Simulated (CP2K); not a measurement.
Crystal: SnTe.

```
CELL_PARAMETERS angstrom
4.45597 0.00000 0.00000
2.22799 3.85899 0.00000
2.22799 1.28633 3.63829
ATOMIC_POSITIONS crystal
Te 0.50000 0.50000 0.50000
Sn 0.00000 0.00000 0.00000
```

Base run:

```yaml
Program: CP2K 2026.2
Functional: vdW-DF-cx
Potentials_or_basis: POTENTIAL_UZH Te GTH-PBE-q6, Sn GTH-PBE-q4; TZVP-MOLOPT-PBE-GTH basis
Density_cutoff: 9184 eV
k_mesh: 7 × 7 × 7
Occupations: fermi-dirac, width 0.05 eV
Spin: no spin polarisation
```

Its results: pressure 2.8 GPa.

After a change of settings the same cell gave: pressure 1.8 GPa. Which change was it?
A. functional from vdW-DF-cx to optB88-vdW
B. functional from vdW-DF-cx to HLE17
C. functional from vdW-DF-cx to BEEF-vdW
D. functional from vdW-DF-cx to PBE

B.

Caveats: the potentials were made for another functional, which shifts forces and pressure; the basis of atomic orbitals isn't converged, which shifts pressures, moduli and gaps; the potentials were made for a functional far from this one (some runs).
